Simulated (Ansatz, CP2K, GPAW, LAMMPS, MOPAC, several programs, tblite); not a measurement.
# Many methods on one cell: CdSe (h-MgO type)

CdSe built on the h-MgO prototype, relaxed with r2SCAN in Ansatz, was computed with several methods. The symmetry is P6_3/mmc (No. 194, hexagonal); conventional cell a = 4.602 Å, c = 6.002 Å, 27.52 Å³ an atom. Around Cd lie 5 Se at 2.66–3.00 Å; around Se lie 5 Cd at 2.66–3.00 Å. Values at 0 K without nuclear motion; spin polarisation is off, and the phase may be a hypothetical one.

```
CELL_PARAMETERS angstrom
4.60224 0.00000 0.00000
-2.30112 3.98566 0.00000
0.00000 0.00000 6.00162
ATOMIC_POSITIONS crystal
Cd 0.33333 0.66667 0.25000
Cd 0.66667 0.33333 0.75000
Se 0.66667 0.33333 0.25000
Se 0.33333 0.66667 0.75000
```

Gaps and times are for a single point on this cell; volume and bulk modulus come from each method's own relaxation or energy curve at fixed shape, which is too stiff where a cell has free coordinates or axes. Times are rough, from shared hosts (Arm Neoverse V1), and each method has its own mesh and cell size. A dagger marks a closed or tiny gap in a crystal that DFT finds insulating: a failure of the method or a wrong SCF state. A double dagger marks a value from a curve with shape and coordinates held. A star marks a curve whose lowest point is an end point. PM6 (MOPAC), PM7 (MOPAC), GFN1-xTB (tblite), GFN2-xTB (tblite) treat a cluster of cells at its zone centre, which samples few k points: where these miss a band edge, the gap comes out too large for that reason alone. Gaps from k meshes are read at a limited set of points (mesh, symmetry points, PBE's band edges), so each method's own least gap may be somewhat smaller. Force fields have no electrons; where one was fitted to this phase, its volume and modulus reflect the fit. xTB and the PM methods were fitted mostly to molecules, and can miss a solid's gap by electronvolts. Minimal bases can be far off for gaps. GLLB-SC's gap includes the derivative discontinuity. d marks a direct gap, i an indirect one (no mark: not told apart), a dash a value that wasn't computed or didn't pass its checks.

```tsv
method	kind	gap (eV)	own volume (Å³/atom)	bulk modulus (GPa)	atoms computed	processor time
CdTeZnSeHgS0.sw (LAMMPS)	force field	–	–	–	4	0.11 s
CdTeSe.bop.table (LAMMPS)	force field	–	25.84	67‡	4	0.13 s
light PBE (260 eV and a coarse mesh)	light plane-wave	0.25 i	–	–	4	1.6 s
PM7 (MOPAC)	semi-empirical	3.90	29.72‡	113‡	72	2.6 s
GFN1-xTB (tblite)	tight binding	0.00†	28.17‡	43‡	72	3.3 s
GFN2-xTB (tblite)	tight binding	0.52	30.05*‡	26*‡	72	5.6 s
PBE	semilocal	0.24 i	28.32	48‡	4	7.1 s
PBE/SZV (CP2K)	small basis	0.44 i	29.95‡	47‡	4	8 s
r2SCAN	semilocal	0.72 i	27.52	55‡	4	16 s
PM6 (MOPAC)	semi-empirical	2.08	–	–	72	17 s
PBE/single zeta (GPAW)	small basis	0.42 i	–	–	4	24 s
PBE/DZVP (CP2K)	small basis	0.21 i	28.82‡	47‡	4	25 s
GLLB-SC (GPAW)	model potential	0.83	–	–	4	59 s
```

Against r2SCAN (0.72 eV) and with closed or daggered gaps left aside, the nearest gap at the points sampled is that of GLLB-SC (GPAW) (+0.11 eV) and the farthest that of PM7 (MOPAC) (+3.18 eV). r2SCAN is only a yardstick of convenience: semilocal gaps usually lie below measured ones, which GLLB-SC and hybrids aim to mend.

Volumes against r2SCAN's: CdTeSe.bop.table (LAMMPS) -6.1 %, PBE +2.9 %.

Relaxed on its own, the cell leaves this structure with CdTeZnSeHgS0.sw (LAMMPS), so no volume is listed.

Spin-orbit coupling is left out.
